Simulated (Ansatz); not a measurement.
# Response of CdS to small distortions

```xyz
4
Lattice="4.1348 0.0000 0.0000 -2.0674 3.5808 0.0000 0.0000 0.0000 6.7490" Properties=species:S:1:pos:R:3 pbc="T T T"
Cd    0.0000    2.3872    0.0000
Cd    2.0674    1.1936    3.3745
S     0.0000    2.3872    2.5984
S     2.0674    1.1936    5.9729
```

Atom numbers follow the list: Cd1, Cd2, S3, S4.

Conventional cell: a = 4.135 Å, b = 4.135 Å, c = 6.749 Å, α = 90.00°, β = 90.00°, γ = 120.00°. Cd (atom 1) has 4 S at 2.51 to 2.60 Å as nearest neighbours. Around S (atom 3) lie 4 Cd at 2.51 to 2.60 Å.

The cell comes from COD entry 9008862, which wasn't checked; take it as a given geometry. It differs from other determinations.

Level of theory: DFT, LDA, all-electron LAPW, scalar-relativistic in Ansatz 0.2.0.

Settings: a Γ-centred 8×8×4 k mesh, Fermi–Dirac smearing of 0.02 eV, basis error target 1 meV/atom, no spin polarisation.

The unchanged cell is at -2.70 GPa.

Semilocal functionals give too small gaps.

x, y and z are the Cartesian axes of the cell as listed; fractional coordinates follow a strain, and an engineering shear is twice the off-diagonal strain component.

One change gave: energy change under 1 meV/atom; stress change (xx, yy, zz, yz, xz, xy) 0.02, 0.01, 0.01, -0.24, -0.24, -0.41 GPa, compression positive; change of the force on S4 (0.097, 0.033, -0.002) eV/Å; gap on the k mesh 0.94 → 0.93 eV. Which change was it?
A. equal xy, yz and zx engineering shear strains of -1 %
B. equal xy, yz and zx engineering shear strains of +1 %
C. equal xy, yz and zx engineering shear strains of -2 %
D. equal xy, yz and zx engineering shear strains of +2 %

B. For equal xy, yz and zx engineering shear strains of -2 %: energy change +3 meV/atom; stress change (xx, yy, zz, yz, xz, xy) 0.06, 0.04, 0.02, 0.50, 0.50, 0.84 GPa, compression positive; change of the force on S4 (-0.213, -0.079, -0.009) eV/Å; gap on the k mesh 0.94 → 0.89 eV. For equal xy, yz and zx engineering shear strains of -1 %: energy change under 1 meV/atom; stress change (xx, yy, zz, yz, xz, xy) 0.02, 0.01, 0.01, 0.25, 0.25, 0.42 GPa, compression positive; change of the force on S4 (-0.103, -0.037, -0.002) eV/Å; gap on the k mesh 0.94 → 0.92 eV. For equal xy, yz and zx engineering shear strains of +2 %: energy change +3 meV/atom; stress change (xx, yy, zz, yz, xz, xy) 0.06, 0.04, 0.02, -0.48, -0.48, -0.82 GPa, compression positive; change of the force on S4 (0.189, 0.060, -0.009) eV/Å; gap on the k mesh 0.94 → 0.91 eV.
